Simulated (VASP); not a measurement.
```
CELL_PARAMETERS angstrom
      0.00000     3.08436     3.08436
      3.08436     0.00000     3.08436
      3.08436     3.08436     0.00000
ATOMIC_POSITIONS crystal
  Al 0.00000 0.00000 0.00000
  Sb 0.25000 0.25000 0.25000
```

Calculation: PBEsol GGA, VASP's PBE PAW potentials (set 64) (plane waves; VASP). Run with 520 eV cut-off, Gaussian smearing of 0.050 eV, potentials Al Sb.

Unless said otherwise, spin-orbit coupling is left out, though it shifts the bands of the heavy elements here.

Q: Give the energies of bands 2 to 7 at the high-symmetry points, in eV from the valence-band maximum.

A: 
```
band     Γ      X      U      L      W
----  ----  -----  -----  -----  -----
2     0.00  -5.47  -5.27  -5.39  -5.24
3     0.00  -2.17  -3.24  -0.90  -3.04
4     0.00  -2.17  -1.83  -0.90  -2.73
5     1.45   1.14   1.62   1.26   3.87
6     3.09   1.38   3.99   3.69   4.37
7     3.09   8.65   6.74   3.69   4.50
```

The gap is indirect, 1.13 eV, from the valence maximum at Γ to the conduction minimum at Γ-X at 0.93.

Measured: gap 1.73 eV (computed value off by -0.60 eV), as given by Anna Miglio et al., npj Computational Materials (2020), arXiv:2011.12765 [zero-point renormalisation of 35 meV (experimental, the table's column) added back].

The compound is AlSb in the zinc blende structure. It was relaxed first.
